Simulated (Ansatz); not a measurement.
## C: ideal shear of a crystal plane

Level of theory: DFT r2SCAN, scalar-relativistic, plane waves, PAW (Ansatz 0.2.0). Cutoff 500 eV, Γ-centred 10×10×2 k-points, Gaussian smearing of 0.05 eV. No spin polarisation. Energies are free energies at this smearing, counted from the undisturbed cell; pressure is positive in compression.

The starting cell (relaxed at this level):

```xyz
12
Lattice="-2.5032 0.0000 0.0000 -1.2516 -2.1678 0.0000 0.0000 0.0000 12.5067" Properties=species:S:1:pos:R:3 pbc="T T T"
C    -1.2516   -0.7226   11.7258
C    -1.2516   -0.7226    3.3880
C    -1.2516   -0.7226    7.5569
C    -2.5032   -1.4452    1.3035
C    -2.5032   -1.4452    5.4724
C    -2.5032   -1.4452    9.6413
C    -1.2516   -0.7226    0.7805
C    -1.2516   -0.7226    4.9494
C    -1.2516   -0.7226    9.1183
C    -2.5032   -1.4452    2.8649
C    -2.5032   -1.4452    7.0338
C    -2.5032   -1.4452   11.2027
```

The cut lies on the cell's a–b face, a (0 0 1) plane (indices in the standard cell, whose axes needn't be the Cartesian ones shown) of area 5.43 Å², between layers 1.56 Å apart. Vector c is tilted by f times 1·a + 0·b (length 2.503 Å) with the atoms' Cartesian places fixed: one unrelaxed fault a cell. The traction is dγ/du, the slope of γ against the slip u in Å. Some rows repeat others by symmetry and weren't run.

| f | γ (mJ/m²) | traction (GPa) |
| --- | --- | --- |
| 0.0000 | 0 | 0.0 |
| 0.1000 | 731 | 58.4 |
| 0.2000 | 2908 | 114.5 |
| 0.3000 | 6348 | 156.4 |
| 0.4000 | 10406 | 157.4 |
| 0.5000 | 13145 | 0.0 |
| 0.6000 | 10406 | -157.4 |
| 0.7000 | 6348 | -156.4 |
| 0.8000 | 2908 | -114.5 |
| 0.9000 | 731 | -58.4 |

Read off the first barrier and the stress needed to climb it, and compare with Frenkel's sinusoid.

The first sampled maximum lies at f = 0.500, a slip of 1.25 Å, with γ ≈ 13145 mJ/m², which stands in for the unstable fault energy γ_us, and the steepest sampled slope before it is 157.4 GPa. A sinusoid γ = γ_us sin²(πu/λ) with its maximum there has λ = 2.50 Å and a largest slope πγ_us/λ = 165.0 GPa (1 mJ/m² per Å = 0.01 GPa).

Is there a metastable fault on this line?

Apart from points where γ returns to about zero, no local minimum shows among the samples, so at this sampling the line offers no fault for a dislocation to split on; a fault can still lie off the line.

The cut is rigid; relaxing the faces lowers these energies and usually the stresses.

The gap closes along the scan, which can put kinks into the curve.

Cost: 6 runs of about 2 core-minutes in all, on AMD EPYC 7R43 (Zen 3) (shared hosts).